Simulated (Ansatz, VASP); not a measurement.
## Si: 3 runs at one level of theory

The starting cell:

```
Si
1.0
     0.00000    2.72185    2.72185
     2.72185    0.00000    2.72185
     2.72185    2.72185    0.00000
Si
2
Direct
  0.50000 0.50000 0.50000
  0.75000 0.75000 0.75000
```

Alike in all runs: task relaxation of cell and atoms; functional BLYP; dispersion D3(BJ); k mesh 8 × 8 × 8; occupations fermi-dirac, width 0.05 eV; no spin polarisation; no spin-orbit coupling.

```tsv
program and potentials	plane-wave cutoff (eV)	notes	equilibrium volume (Å³/atom)
Ansatz, Ansatz PAW	420	potentials made for PBE, which Ansatz adapts in part	19.83
VASP, PBE PAW files Si, 600 eV	600	potentials made for PBE	19.87
Ansatz, all-electron LAPW, scalar-relativistic	-	-	19.82
```

The equilibrium volume spans 19.82 (Ansatz, all-electron LAPW, scalar-relativistic) to 19.87 Å³/atom (VASP, PBE PAW files Si, 600 eV), with all-electron results at 19.82. Some sets were made for another functional than the one run, which can shift their rows. Relaxations stop with a little pressure left, so the last digit of a volume isn't settled.

The functional is the same throughout but for its coding, so the spread measures potentials, basis and numerics; runs on potential files found faulty are left out.
